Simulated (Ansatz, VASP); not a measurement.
One calculation of LiF, two programs

```
Li F
1.0
     0.00000    2.74743    4.86278
     1.41783    0.00000    4.86278
     1.41783    2.74743    0.00000
Li F
2 2
Direct
  0.81634 0.81634 0.18366
  0.06634 0.06634 0.43366
  0.18366 0.18366 0.81634
  0.43366 0.43366 0.06634
```

Alike in both runs: functional PBE; k mesh 10 × 10 × 10; occupations gaussian, width 0.02 eV; no spin polarisation.

Ansatz relaxed the structure, and its values are those at the end. VASP's run is a single point on that final structure, the one shown.

|  | VASP | Ansatz |
| --- | --- | --- |
| version | VASP 6.6.1 | Ansatz 0.2.0 |
| potentials or method | VASP PAW PBE potentials, release 64 (Li_sv, F) | scalar-relativistic, plane waves, PAW |
| plane-wave cutoff (eV) | 520 | 420 |
| valence electrons in the cell | 20 | 20 |

|  | VASP | Ansatz | Ansatz less VASP |
| --- | --- | --- | --- |
| gap on the k mesh at the Fermi level (eV) | 7.79 | 7.80 | +0.009 |
| least direct gap on the mesh (eV) | 7.79 | 7.80 | +0.009 |

With one functional, cell and mesh, what is left measures potentials, basis and numerics.

 A k mesh can miss the band edges.
